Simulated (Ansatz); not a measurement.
Space group R-3m:H (No. 166). a = 3.056 Å, b = 3.056 Å, c = 6.644 Å, α = 90.00°, β = 90.00°, γ = 120.00°
```json
{"atom": "Co", "site": "3a", "symmetry": "-3m", "x": "0.0000", "y": "0.0000", "z": "0.0000"}
{"atom": "O", "site": "3b", "symmetry": "-3m", "x": "0.3333", "y": "0.6667", "z": "0.1667"}
```

Equation of state of this CoO structure (not necessarily the ground state), with shape and atoms relaxed at each volume where symmetry leaves them free. It has no gap at any of these volumes. All numbers below come from Ansatz 0.2.0, DFT PBEsol, scalar-relativistic, plane waves, PAW.

Plane waves to 420 eV, a k mesh through Γ of 18×18×18 on the computed 2-atom cell and Gaussian smearing (0.10 eV); collinear spin.

```csv
V (Å³/atom),E − E(largest V) (meV/atom),P (GPa)
8.420,1.89,11.43
8.688,-11.42,5.14
8.957,-15.57,0.01
9.226,-11.54,-4.72
9.494,0.00,-8.87
```

Problem. Fit a third-order Birch–Murnaghan equation to E(V).

Solution. V0 = 8.95 Å³/atom, B0 = 164 GPa, B0' = 2.4.

The cell holds one magnetic atom, so it can only be ferromagnetic; an antiferromagnetic order may lie lower.

This form isn't the usual stable structure of the compound.